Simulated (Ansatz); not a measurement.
Here is an Ansatz 0.2.0 calculation.

File input.yaml:

```yaml
crystal:
  lattice:
    - [-1.59358157, 1.77661514, 1.74602158]
    - [1.50392065, -1.5066388, 1.38638431]
    - [1.54411154, 1.45716877, -1.47604523]
  atoms:
    - { symbol: Zn, position: [0.0, 0.0, 0.0] }
hamiltonian:
  xc: pbe
  pseudopotentials: { kind: paw }
  dispersion: d4
kpoints:
  mp_grid: { grid: [11, 12, 12] }
scf:
  occupations: { method: fermi_dirac, width: 0.05 }
output:
  forces: true
  stress: true
  eigenvalues: true
  write_density: true
  write_potential: true
  elf: true
  volumetric_format: npy
relax:
  f_tol: 0.01
  max_steps: 40
  cell: { stress_tol: 0.05 }
```

Potentials or basis: Ansatz PAW.

The run is started by

```sh
$ ansatz run input.yaml --threads 2 --pin off --max-ram 5632MiB --backend cpu --events-out ev --progress --plain --runs-dir out
```

Question: What does it give for the space group after relaxing (to 0.05 Å)?

Answer: C2/m (No. 12).

Question: Predict the band gap on the k mesh.

Answer: None (metal or under the smearing width).

Question: Predict the relaxed cell.

Answer: a = 2.840 Å, b = 2.639 Å, c = 2.641 Å, α = 121.60°, β = 99.98°, γ = 106.08°.

Question: Predict the relaxed volume.

Answer: 14.92 Å³/atom.

The path:
| step | energy change (eV) | largest force (eV/Å) | volume (Å³) |
| --- | --- | --- | --- |
| 1 | 0.0000 | 0.0000 | 15.31 |
| 2 | -0.0208 | 0.0000 | 14.93 |
| 3 | -0.0452 | 0.0000 | 14.69 |
| 4 | -0.0657 | 0.0000 | 14.58 |
| 5 | -0.0795 | 0.0000 | 14.66 |
| 6 | -0.0841 | 0.0000 | 14.78 |
| 7 | -0.0842 | 0.0000 | 14.83 |
| 8 | -0.0848 | 0.0000 | 14.90 |
| 9 | -0.0848 | 0.0000 | 14.89 |
| 10 | -0.0849 | 0.0000 | 14.90 |
| 11 | -0.0859 | 0.0000 | 14.90 |
| 12 | -0.0860 | 0.0000 | 14.92 |
| 13 | -0.0860 | 0.0000 | 14.92 |

Caveat: the plane-wave basis is chosen anew once the cell has moved, so the energies of steps on either side of that aren't comparable; pairwise dispersion overbinds metals, which lowers pressure and volume.
